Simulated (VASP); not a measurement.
Write the native input for VASP 6.6.1 that does the following.

```
Task                   : single point
Functional             : PBE
Potentials or basis    : VASP PAW PBE potentials, release 64 (C, Be)
Cutoff                 : 520 eV
k mesh                 : 8 × 8 × 8
Occupations            : gaussian, width 0.01 eV
Spin                   : no spin polarisation
Dipole correction      : no
Further INCAR settings : ALGO = Fast; EDIFF = 1e-06; NBANDS = 11
```

The structure of Be2C lies in POSCAR:

```
Be2C
1.0
    0.0000000000      2.1604856385      2.1604856385
    2.1604856385      0.0000000000      2.1604856385
    2.1604856385      2.1604856385      0.0000000000
C Be
1 2
Direct
    0.0000000000      0.0000000000      0.0000000000
    0.2500000000      0.2500000000      0.2500000000
    0.7500000000      0.7500000000      0.7500000000
```

The cell was built by a generator and needn't be a form met in nature.

The input as run:

INCAR

```
PREC = Accurate
ENCUT = 520
EDIFF = 1E-6
ISMEAR = 0
SIGMA = 0.01
LREAL = False
LASPH = True
NELM = 80
ALGO = Fast
ISIF = 2
LWAVE = False
LCHARG = True
GGA = PE
LELF = True
LVHAR = True
NBANDS = 11
```

KPOINTS

```
Automatic mesh
0
Gamma
  8 8 8
```

Potentials or basis: VASP PAW PBE potentials, release 64 (C, Be).

Command:

```bash
$ cat potpaw_PBE.64/C/POTCAR potpaw_PBE.64/Be/POTCAR > POTCAR
$ mpirun -np 1 vasp_std > vasp.out
```

Results of the run:

```
Pressure               : 1.4 GPa
Band gap on the k mesh : 1.16 eV, indirect (least direct gap 4.14 eV)
```

Wall time 4.2 s on 1 thread of Intel(R) Xeon(R) 6975P-C (Granite Rapids) (shared host), peak memory 0.12 GiB.
